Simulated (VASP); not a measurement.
## VASP inputs for GaP

INCAR, step 1 (ground state)

```
GGA = PE
ENCUT = 400
ISMEAR = 0
SIGMA = 0.01
PREC = Accurate
LASPH = .TRUE.
EDIFF = 1E-7
NELM = 120
LREAL = .FALSE.
LWAVE = .TRUE.
LCHARG = .FALSE.
```

INCAR, step 2 (empty bands)

```
LASPH = .TRUE.
LCHARG = .FALSE.
LWAVE = .TRUE.
NELM = 1
ALGO = Exact
PREC = Accurate
LOPTICS = .TRUE.
ISTART = 1
ENCUT = 400
GGA = PE
EDIFF = 1E-7
LREAL = .FALSE.
ISMEAR = 0
SIGMA = 0.01
NBANDS = 129
```

INCAR, step 3 (GW)

```
LASPH = .TRUE.
ISMEAR = 0
ISTART = 1
LWAVE = .FALSE.
ENCUTGWSOFT = 120
EDIFF = 1E-7
PRECFOCK = Fast
PREC = Accurate
ENCUT = 400
LCHARG = .FALSE.
LREAL = .FALSE.
GGA = PE
NELMGW = 1
NOMEGA = 64
SIGMA = 0.01
NELM = 120
ENCUTGW = 120
NBANDS = 129
NBANDSGW = 17
ALGO = EVGW0
```

KPOINTS

```
KPOINTS created by Atomic Simulation Environment
0
Gamma
6 6 6
0 0 0
```

POSCAR

```
Ga P
 1.0000000000000000
     0.0000000000000000    2.7250000000000001    2.7250000000000001
     2.7250000000000001    0.0000000000000000    2.7250000000000001
     2.7250000000000001    2.7250000000000001    0.0000000000000000
 Ga  P
   1   1
Cartesian
  0.0000000000000000  0.0000000000000000  0.0000000000000000
  1.3625000000000000  1.3625000000000000  1.3625000000000000
```

VASP ran with the GW set of PAW datasets (18 valence electrons in the cell).

Predict the results.

PBE gap on the mesh 1.65 eV; G₀W₀ gap on the mesh 2.15 eV.
